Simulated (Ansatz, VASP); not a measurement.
## One calculation of Ag, two programs

```
CELL_PARAMETERS angstrom
2.93000 0.00000 0.00000
-1.46500 2.53745 0.00000
0.00000 0.00000 4.79000
ATOMIC_POSITIONS crystal
Ag 0.33333 0.66667 0.25000
Ag 0.66667 0.33333 0.75000
```

Alike in both runs: task electric field gradients; functional LDA; k mesh 14 × 14 × 8; occupations fermi-dirac, width 0.05 eV; no spin polarisation.

|  | VASP | Ansatz |
| --- | --- | --- |
| version | VASP 6.6.1 | Ansatz 0.2.0 |
| potentials or method | VASP PAW LDA potentials, release 64 (Ag), cutoff 520 eV | all-electron PAW with datasets made for the crystal, scalar-relativistic |

```tsv
	VASP	Ansatz	Ansatz less VASP
pressure (GPa)	-10.4	-10.6	-0.15
largest component of the traceless stress (GPa)	0.25	0.24	-0.009
Vzz of the field gradient on the site that differs most (V/Å²)	4.0	4.4	+0.43
```

Ansatz ran all-electron here, so the differences hold the error of VASP's frozen core and of both bases. Ansatz warned: «gradients_without_spin_orbit».
